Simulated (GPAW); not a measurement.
Here is a GPAW 26.7.0 calculation.

File run.py:

```python
from ase import Atoms
from ase.dft.bandgap import bandgap
from ase.io import write
from ase.units import Bohr, GPa
from gpaw import GPAW, PW
from gpaw.elf import elf_from_dft_calculation

atoms = Atoms(['Zn', 'S'],
              cell=[[0.0, 2.702, 2.702],
                    [2.702, 0.0, 2.702],
                    [2.702, 2.702, 0.0]],
              scaled_positions=[[0.75, 0.75, 0.75],
                                [0.0, 0.0, 0.0]],
              pbc=True)

calc = GPAW(mode=PW(600),
            xc='PBE',
            kpts={'size': (9, 9, 9), 'gamma': True},
            occupations={'name': 'fermi-dirac', 'width': 0.05},
            nbands=18,
            convergence={'density': 1e-05, 'energy': 1e-05},
            maxiter=150,
            txt='gpaw.txt')
atoms.calc = calc
energy = atoms.get_potential_energy()
forces = atoms.get_forces()
stress = atoms.get_stress()
calc.write('gs.gpw')
write('result.traj', atoms)
print(f'Energy: {energy:.6f} eV')
print('Forces (eV/A):')
print(forces.round(4))
print('Stress (GPa):', (stress / GPa).round(3))
print('Fermi level:', round(calc.get_fermi_level(), 4), 'eV')
print(f'Gap: {bandgap(calc)[0]:.4f} eV, direct: {bandgap(calc, direct=True)[0]:.4f} eV')

# fields on the real-space grid
write('density.cube', atoms, data=calc.get_pseudo_density() * Bohr**3)
write('potential.cube', atoms, data=calc.get_electrostatic_potential())
write('elf.cube', atoms, data=elf_from_dft_calculation(calc).data)
```

Potentials or basis: GPAW PAW data sets (gpaw-data 1.2.1), pw.

Launch:

```console
$ OMP_NUM_THREADS=1 python run.py
```

Task: Estimate the band gap on the k mesh.

Result: 2.10 eV, direct.

Task: Estimate the pressure.

Result: 1.6 GPa.

**What was measured.**

“Electronic, vibrational, and thermodynamic properties of ZnS (zincblende and rocksalt structure)”, 2009, arxiv:0911.5022 quotes, for a bulk crystal of ZnS at 19 K: band gap 3.85 eV (direct).

Measured gap of ZnS: 3.85 eV (direct; 19 K; quoted in “Electronic, vibrational, and thermodynamic properties of ZnS (zincblende and rocksalt structure)”, 2009, arxiv:0911.5022). This calculation gives 2.10 eV (-1.75 eV). The value is that of PBE, without temperature or zero-point motion. Semilocal functionals fall short of measured gaps as a rule.
